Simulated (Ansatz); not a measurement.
**How much do the gradients of IrO₂ depend on the method?**

Cell: an entry of the Crystallography Open Database (COD), ions relaxed with PBE at fixed cell.

```
Ir O
1.0
     4.49900    0.00000    0.00000
     0.00000    4.49900    0.00000
     0.00000    0.00000    3.14600
Ir O
2 4
Direct
  0.00000 0.00000 0.00000
  0.50000 0.50000 0.50000
  0.30792 0.30792 0.00000
  0.19208 0.80792 0.50000
  0.69208 0.69208 0.00000
  0.80792 0.19208 0.50000
```

Atoms are numbered from 1 in the order listed; like atoms form one site, named after its first atom.

First run. All values are calculated (Ansatz; DFT, PBE, plane waves and PAW, scalar-relativistic, collinear spin, 420 eV cutoff, Γ-centred 10×10×15 k-points, Fermi–Dirac smearing 0.05 eV), not measured. Start moments as typed (μB): 1 on each Ir, none on the rest.

```
site  atom  V_zz (10²¹ V/m²)     η
  Ir     1            -12.90  0.54
   O     3             -9.68  0.20
```

Second run. The same atoms and settings, except that the functional is r2SCAN and the cutoff is 500 eV.

**Question.** What does the second run give?

**Answer.** 

```csv
site,atom,V_zz,η,change of V_zz
Ir,1,-14.28,0.64,-1.38
O,3,-9.36,0.20,+0.32
```

The largest change of V_zz is on Ir, from -12.90 to -14.28. In per cent, |V_zz| changes by +11 on Ir, -3 on O (all sites that start above 2).

The run finds no gap above 0.1 eV (a metal, or nearly one), so the gradients can move by 10 % or more with the k-mesh. Spin–orbit coupling is left out, which shifts gradients on Ir by a few per cent in wide-gap crystals, and can shift them far more where the calculated gap is small or absent, as here. Semilocal functionals can leave a metal where correlation in the d or f shell opens a gap in the real compound, and that would change the values at and beside Ir. The start moments die out, and the run ends without spin.
For the first run: At this cell the PBE pressure is 7 GPa, so with PBE the cell would grow if it were relaxed.
For the second run: The program didn't check the stability of this electronic state in full, so a lower one may lie near.
